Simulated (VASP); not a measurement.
Here is a VASP 6.6.1 calculation.

Contents of INCAR:

```
PREC     = Accurate       # precision mode
ENCUT    = 600            # plane-wave cutoff, eV
EDIFF    = 1E-6           # SCF threshold, eV
ISMEAR   = 0              # smearing method
SIGMA    = 0.1            # smearing width, eV
LREAL    = F              # projectors in reciprocal space
LASPH    = T              # aspherical terms in the spheres
NELM     = 100            # most SCF steps
ALGO     = Fast           # electronic algorithm
ISIF     = 3              # what is computed and relaxed
LWAVE    = F              # write WAVECAR
LCHARG   = F              # write CHGCAR
GGA      = PE             # functional
IBRION   = 2              # ionic algorithm
NSW      = 60             # ionic steps
EDIFFG   = -0.04          # ionic threshold
```

File KPOINTS:

```
regular mesh
0
Gamma
  12 12 12
```

POSCAR

```
BN
1.0
    1.2511217600      0.7223355200      3.3729343400
   -1.2511217600      0.7223355200      3.3729343400
    0.0000000000     -1.4446710300      3.3729343400
B N
1 1
Direct
    0.9996712200      0.9996712200      0.9996712200
    0.3327617900      0.3327617900      0.3327617900
```

Potentials or basis: VASP PAW PBE potentials, release 64 (B, N).

The run is started by

```bash
$ cat potpaw_PBE.64/B/POTCAR potpaw_PBE.64/N/POTCAR > POTCAR
$ mpirun -np 1 vasp_std > vasp.out
```

Q: Predict the relaxed volume.

A: 10.41 Å³/atom.

Q: Estimate the band gap on the k mesh.

A: 4.46 eV, indirect (least direct gap 4.66 eV).

Q: What does it give for the relaxed cell?

A: a = 4.076 Å, b = 4.076 Å, c = 4.076 Å, α = 35.90°, β = 35.90°, γ = 35.90°.

Step by step:
| step | energy change (eV) | largest force (eV/Å) | pressure (GPa) | volume (Å³) |
| --- | --- | --- | --- | --- |
| 1 | 0.0000 | 0.0031 | 3.50 | 18.29 |
| 2 | 0.0035 | 0.0005 | -4.39 | 18.82 |
| 3 | -0.0023 | 0.0017 | 0.31 | 18.49 |
| 4 | -0.0036 | 0.0015 | 0.30 | 18.59 |
| 5 | -0.0070 | 0.0001 | 0.37 | 18.90 |
| 6 | -0.0118 | 0.0065 | 0.53 | 19.50 |
| 7 | -0.0160 | 0.0275 | 0.85 | 20.71 |
| 8 | -0.0097 | 0.0550 | -4.40 | 21.44 |
| 9 | -0.0163 | 0.0128 | -0.10 | 20.83 |

A k mesh can miss the band edges.
